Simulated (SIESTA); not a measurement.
**Ge in SIESTA: the effect of basis**

The system is Ge.

```
Ge
1.0
     0.00000    2.82891    2.82891
     2.82891    0.00000    2.82891
     2.82891    2.82891    0.00000
Ge
2
Direct
  0.75000 0.75000 0.75000
  0.50000 0.50000 0.50000
```

Alike in all runs:

```yaml
Program: SIESTA 5.4.2
Task: band structure
Functional: PBE
Potentials_or_basis: PseudoDojo 0.4 standard (PBE files)
Grid_cutoff: 800 Ry
Energy_shift: 0.003 Ry
k_mesh: 8 × 8 × 8
Occupations: fermi-dirac, width 0.05 eV
Spin: no spin polarisation
```

Q: One run gave: gap on the mesh 0.14 eV; pressure 9.5 GPa. Which basis did it use?
A. SZP
B. TZDP
C. DZ
D. SZ
E. TZP

A: D.

```csv
basis,gap on the mesh (eV),pressure (GPa)
SZ,0.14,9.5
SZP,0.22,6.2
DZ,none,4.4
DZP,0.07,5.1
DZDP,0.08,5.0
TZP,none,4.7
TZDP,none,4.7
```

Caveats: the basis of atomic orbitals isn't converged, which shifts pressures, moduli and gaps; the basis has no polarisation orbitals (some runs).

A gap of «none» marks a metal or a gap under the smearing width.
